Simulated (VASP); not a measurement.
## VASP 6.6.1 run: KCl

INCAR

```
LREAL = .FALSE.
SIGMA = 0.02
EDIFF = 1E-7
ISMEAR = -1
NELM = 77
NBANDS = 15
LASPH = .TRUE.
EDIFFG = -0.001
GGA = PE
LCHARG = .FALSE.
IBRION = 2
LWAVE = .FALSE.
NSW = 40
ENCUT = 600
ISIF = 3
PREC = Accurate
```

KPOINTS

```
KPOINTS created by Atomic Simulation Environment
0
Gamma
6 6 6
0 0 0
```

POSCAR

```
K  Cl
 1.0000000000000000
     0.0000000000000000    3.0381580000000001    3.0381580000000001
     3.0381580000000001    0.0000000000000000    3.0381580000000001
     3.0381580000000001    3.0381580000000001    0.0000000000000000
 K   Cl
   1   1
Cartesian
  0.0000000000000000  0.0000000000000000  0.0000000000000000
  3.0381580000000001  3.0381580000000001  3.0381580000000001
```

The recommended PBE PAW datasets give the neutral cell 16 valence electrons.

Command

```
mpirun -np 1 vasp_std
```

OSZICAR

```
N       E                     dE             d eps       ncg     rms          rms(c)
DAV:   1     0.114518940100E+03    0.11452E+03   -0.77241E+03   480   0.108E+03
DAV:   2    -0.763914474830E-01   -0.11460E+03   -0.10481E+03   621   0.264E+02
DAV:   3    -0.673575973513E+01   -0.66594E+01   -0.66211E+01   655   0.560E+01
DAV:   4    -0.699114569820E+01   -0.25539E+00   -0.25533E+00   714   0.101E+01
DAV:   5    -0.699347939124E+01   -0.23337E-02   -0.23335E-02   669   0.102E+00    0.394E+00
DAV:   6    -0.672530473197E+01    0.26817E+00   -0.38718E-01   592   0.335E+00    0.321E+00
DAV:   7    -0.671270866774E+01    0.12596E-01   -0.10146E-01   655   0.189E+00    0.177E+00
DAV:   8    -0.672371259733E+01   -0.11004E-01   -0.14797E-02   587   0.956E-01    0.183E-01
DAV:   9    -0.672426160659E+01   -0.54901E-03   -0.58911E-04   655   0.158E-01    0.926E-02
DAV:  10    -0.672480489153E+01   -0.54328E-03   -0.56373E-04   501   0.150E-01    0.183E-02
...
DAV:   6    -0.681021627788E+01   -0.25867E-07   -0.57374E-09   240   0.635E-04
  19 F= -.68102163E+01 E0= -.68102163E+01  d E =-.213551E-05
       N       E                     dE             d eps       ncg     rms          rms(c)
DAV:   1    -0.681023801794E+01   -0.21766E-04   -0.43771E-04   655   0.175E-01    0.304E-02
DAV:   2    -0.681022188599E+01    0.16132E-04   -0.40088E-05   612   0.479E-02    0.109E-02
DAV:   3    -0.681021841283E+01    0.34732E-05   -0.10442E-05   822   0.230E-02    0.826E-03
DAV:   4    -0.681021778554E+01    0.62729E-06   -0.56117E-07   883   0.348E-03    0.410E-03
DAV:   5    -0.681021708074E+01    0.70480E-06   -0.33944E-07   797   0.262E-03    0.664E-04
DAV:   6    -0.681021709220E+01   -0.11463E-07   -0.88168E-09   261   0.876E-04
  20 F= -.68102171E+01 E0= -.68102171E+01  d E =-.294983E-05
```

From OUTCAR

```
k-points           NKPTS =     16   k-points in BZ     NKDIM =     16   number of bands    NBANDS=     15

   NELECT =      16.0000    total number of electrons

   dimension x,y,z NGX =    36 NGY =   36 NGZ =   36
   dimension x,y,z NGXF=    72 NGYF=   72 NGZF=   72

  energy-cutoff  :      600.00
  volume of cell :       65.07
      direct lattice vectors                 reciprocal lattice vectors
    -0.000000000  3.192439867  3.192439867    -0.156620021  0.156620021  0.156620021
     3.192439867 -0.000000000  3.192439867     0.156620021 -0.156620021  0.156620021
     3.192439867  3.192439867  0.000000000     0.156620021  0.156620021 -0.156620021

 k-points in reciprocal lattice and weights: KPOINTS created by Atomic Simulation Env
   0.00000000  0.00000000  0.00000000       0.005
   0.16666667  0.00000000  0.00000000       0.037
   0.33333333  0.00000000  0.00000000       0.037
   0.50000000  0.00000000  0.00000000       0.019
   0.16666667  0.16666667  0.00000000       0.028
   0.33333333  0.16666667  0.00000000       0.111
   0.50000000  0.16666667  0.00000000       0.111
  -0.33333333  0.16666667  0.00000000       0.111
   ...

 E-fermi :  -1.5318

 k-point     1 :       0.0000    0.0000    0.0000
  band No.  band energies     occupation
      1     -29.3157      2.00000
      2     -14.0798      2.00000
      3     -12.7757      2.00000
      4     -12.7757      2.00000
      5     -12.7757      2.00000
      6      -2.0094      2.00000
      7      -2.0094      2.00000
      8      -2.0094      2.00000
      9       3.0311      0.00000
     10       6.3431      0.00000
     11       6.3431      0.00000
     12       6.3431      0.00000
     13       7.1962      0.00000
     14       7.1962      0.00000
     15      10.8158      0.00000

 k-point     2 :       0.1667    0.0000    0.0000
  band No.  band energies     occupation
      1     -29.3136      2.00000
      2     -14.1272      2.00000
      3     -12.7778      2.00000
      4     -12.7778      2.00000
      5     -12.7165      2.00000
      6      -2.3009      2.00000
      7      -2.0860      2.00000
      8      -2.0860      2.00000
      9       3.6417      0.00000
     10       6.1638      0.00000
     11       6.6722      0.00000
     12       6.6722      0.00000
     13       7.5419      0.00000
     14       7.5419      0.00000
     15      11.6656      0.00000

 k-point     3 :       0.3333    0.0000    0.0000
  band No.  band energies     occupation
      1     -29.3094      2.00000
      2     -14.2120      2.00000
      3     -12.7820      2.00000
      4     -12.7820      2.00000
      5     -12.6077      2.00000
      6      -2.7822      2.00000
      7      -2.2316      2.00000
      8      -2.2316      2.00000
      9       4.8638      0.00000
     10       6.1627      0.00000
     11       7.5627      0.00000
     12       7.5627      0.00000
     13       8.4199      0.00000
     14       8.4199      0.00000
     15      10.5538      0.00000

 ...

  Total        0.0000307      0.0000307      0.0000307      0.0000000      0.0000000     -0.0000000
  in kB        0.0007548      0.0007548      0.0007548      0.0000000      0.0000000     -0.0000000
  external PRESSURE =       0.0007548 kB  Pullay stress =       0.0000000 kB

 POSITION                                       TOTAL-FORCE (eV/Angst)
 -----------------------------------------------------------------------------------
      3.19244      3.19244      0.00000        -0.000000     -0.000000     -0.000000
      3.19244      3.19244      3.19244         0.000000      0.000000      0.000000
 -----------------------------------------------------------------------------------
    total drift:                                0.000000      0.000000      0.000000

  FREE ENERGIE OF THE ION-ELECTRON SYSTEM (eV)
  ---------------------------------------------------
  free  energy   TOTEN  =        -6.8102170922 eV

  energy  without entropy=       -6.8102170922  energy(sigma->0) =       -6.81021709
```

| ionic step | ΔE (meV/atom) | volume (Å³) | largest force (eV/Å) | pressure (GPa) | electronic steps |
| --- | --- | --- | --- | --- | --- |
| 1 | 0.0 | 56.09 | 0.000 | 3.51 | 15 |
| 2 | -36.1 | 61.23 | 0.000 | 1.17 | 11 |
| 3 | -42.0 | 66.44 | 0.000 | -0.33 | 11 |
| 4 | -42.7 | 65.20 | 0.000 | -0.03 | 9 |
| 5 | -42.7 | 65.01 | 0.000 | 0.02 | 7 |
| 6 | -42.7 | 65.01 | 0.000 | 0.02 | 4 |
| 7 | -42.7 | 65.01 | 0.000 | 0.02 | 2 |
| 14 | -42.7 | 65.02 | 0.000 | 0.02 | 2 |
| 15 | -42.7 | 65.02 | 0.000 | 0.02 | 2 |
| 16 | -42.7 | 65.02 | 0.000 | 0.02 | 2 |
| 17 | -42.7 | 65.02 | 0.000 | 0.02 | 3 |
| 18 | -42.7 | 65.03 | 0.000 | 0.01 | 6 |
| 19 | -42.7 | 65.04 | 0.000 | 0.01 | 6 |
| 20 | -42.7 | 65.07 | 0.000 | 0.00 | 6 |

It converged. Results: relaxed cell vector lengths 4.515, 4.515, 4.515 Å; relaxed cell volume 65.07 Å³.

 The volume moved far on the plane waves of the start cell, so a restart from CONTCAR is due.

For comparison, a separate PBE relaxation on usual settings, not on those above, ends at 65.09 Å³.

The run above took about 2.9 min on one core of a shared host (Intel Xeon Platinum 8488C) and held 0.22 GiB at most.
